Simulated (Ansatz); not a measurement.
# SiO2: LAPW beside PAW

Aim: solve SiO2 at one geometry with LAPW, all electrons, PAW with frozen cores and all-electron PAW on datasets made for the crystal, and see where they agree.

Program: Ansatz 0.2.0. Level of theory: DFT PBE, scalar-relativistic. These are calculated values, not measurements.

## (1) The starting structure

Symmetry: P4_2/mnm, No. 136, tetragonal system. The conventional cell has a = 4.180 Å, b = 4.180 Å, c = 2.668 Å, α = 90.00°, β = 90.00°, γ = 90.00°. Si (site symmetry mmm) is surrounded by 6 O at 1.76 to 1.81 Å. Around O (site symmetry m2m) lie 3 Si at 1.76 to 1.81 Å.

Coordinates:

```xyz
6
Lattice="4.1801 0.0000 0.0000 0.0000 4.1801 0.0000 0.0000 0.0000 2.6678" Properties=species:S:1:pos:R:3 pbc="T T T"
Si    0.0000    0.0000    0.0000
Si    2.0901    2.0901    1.3339
O     1.2820    1.2820    0.0000
O     0.8080    3.3721    1.3339
O     2.8981    2.8981    0.0000
O     3.3721    0.8080    1.3339
```

The cell comes from a crystallographic database entry that wasn't checked; take it as a given geometry, which may be far from equilibrium.

Atoms are numbered in the order of the input: Si1, Si2, O3, O4, O5, O6.

## (2) LAPW, all electrons

Input file input.yaml:

```yaml
crystal:
  lattice:
    - [4.1801, 0.0, 0.0]
    - [0.0, 4.1801, 0.0]
    - [0.0, 0.0, 2.6678]
  atoms:
    - { symbol: Si, position: [0.0, 0.0, 0.0] }
    - { symbol: Si, position: [0.5, 0.5, 0.5] }
    - { symbol: O, position: [0.3067, 0.3067, 0.0] }
    - { symbol: O, position: [0.1933, 0.8067, 0.5] }
    - { symbol: O, position: [0.6933, 0.6933, 0.0] }
    - { symbol: O, position: [0.8067, 0.1933, 0.5] }
kpoints:
  mp_grid: { grid: [6, 6, 9] }
  band_path:
    path:
      - [0.0, 0.0, 0.0]
      - [0.0, 0.5, 0.0]
      - [0.5, 0.5, 0.0]
      - [0.0, 0.0, 0.0]
      - [0.0, 0.0, 0.5]
      - [0.0, 0.5, 0.5]
      - [0.5, 0.5, 0.5]
      - [0.0, 0.0, 0.5]
      - [0.0, 0.5, 0.0]
    npoints: 14
scf:
  occupations: { method: fermi_dirac, width: 0.03 }
hamiltonian:
  xc: pbe
  pseudopotentials: { kind: all_electron, lapw: { basis_error: 0.001 } }
output:
  forces: true
  stress: true
  eigenvalues: true
  populations: true
  dos: { projected: true, de: 0.2, e_range: [-14, 8] }
```

Command:

```sh
> ansatz run input.yaml --threads 2 --pin off --max-ram 6144MiB --backend cpu --events-out ev --progress --plain --runs-dir out
```

## (3) PAW with frozen cores

input.yaml, as its differences from that of step 2:

```diff
@@ -30,3 +30,3 @@
   xc: pbe
-  pseudopotentials: { kind: all_electron, lapw: { basis_error: 0.001 } }
+  pseudopotentials: { kind: paw }
 output:
@@ -35,3 +35,9 @@
   eigenvalues: true
+  efg: { contact_densities: true }
   populations: true
+  bader: true
   dos: { projected: true, de: 0.2, e_range: [-14, 8] }
+  write_density: true
+  write_potential: true
+  elf: true
+  volumetric_format: npy
```

## (4) All-electron PAW on datasets made for the crystal

input.yaml, as its differences from that of step 3:

```diff
@@ -25,3 +25,3 @@
       - [0.0, 0.5, 0.0]
-    npoints: 14
+    npoints: 8
 scf:
@@ -30,3 +30,3 @@
   xc: pbe
-  pseudopotentials: { kind: paw }
+  pseudopotentials: { kind: all_electron, datasets: crystal }
 output:
@@ -36,8 +36 @@
   efg: { contact_densities: true }
-  populations: true
-  bader: true
-  dos: { projected: true, de: 0.2, e_range: [-14, 8] }
-  write_density: true
-  write_potential: true
-  elf: true
-  volumetric_format: npy
```

(Steps that only read results are left out.)

Before running it: what results should come out? Wanted: pressure; gap; largest force; Bader charges; highest ELF.

**Answer**, as computed:

| quantity | value |
| --- | --- |
| pressure | LAPW 10.82, PAW 10.85, crystal datasets 10.82 GPa |
| gap (LAPW) | 5.64 eV, direct at Γ |
| largest force | LAPW 0.223, PAW 0.226, crystal datasets 0.224 eV/Å |
| Bader charges (PAW) | Si1 +3.28, O3 -1.64 e |
| highest ELF (PAW) | 0.87, 0.69 Å from O |

At this geometry the cell is under compression of 10.8 GPa, so it would expand if let go. A gap opens: 5.64 eV, direct at Γ. It is the Kohn-Sham gap of a semilocal functional, which mostly lies below the gap found in experiment. O 2p states make 98 % of the projected weight in the top eV of the valence band. The projection holds only the free atom's occupied shells (Si 3s, Si 3p, O 2s, O 2p in this range). The field gradient at O3, the largest by crystal datasets, is -11.04 by PAW and -10.81 by crystal datasets (10²¹ V/m²), within 5 %. PAW lies +0.04 GPa from LAPW in pressure and -0.01 eV in the gap. The forces differ by at most 2 meV/Å in a component, on a largest force of 0.223 eV/Å.
